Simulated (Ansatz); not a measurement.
# B: which structure is lowest?

Theory: DFT, revPBE, plane waves (420 eV) with PAW, scalar-relativistic in Ansatz. The PAW files were generated under PBE, with cores re-solved for the functional.

Each structure is relaxed within its own symmetry, so a high-lying one may be dynamically unstable.

| structure | ΔE (meV/atom) | V (Å³/atom) | cell | magnetic state |
| --- | --- | --- | --- | --- |
| alpha-rhombohedral (B12) | 0 | 7.34 | a = 4.921 Å, c = 12.605 Å (c/a = 2.561) | spin not included |
| diamond | 930 | 8.44 | a = 4.072 Å | spin not included |
| simple cubic | 1084 | 6.77 | a = 1.892 Å | spin not included |
| fcc | 1345 | 5.96 | a = 2.878 Å | spin not included |
| A15 | 1519 | 6.23 | a = 3.680 Å | spin not included |
| bcc | 1697 | 6.23 | a = 2.319 Å | spin not included |

ΔE counts from alpha-rhombohedral (B12).

Differences under about 8 meV lie within the error of the k-point mesh.
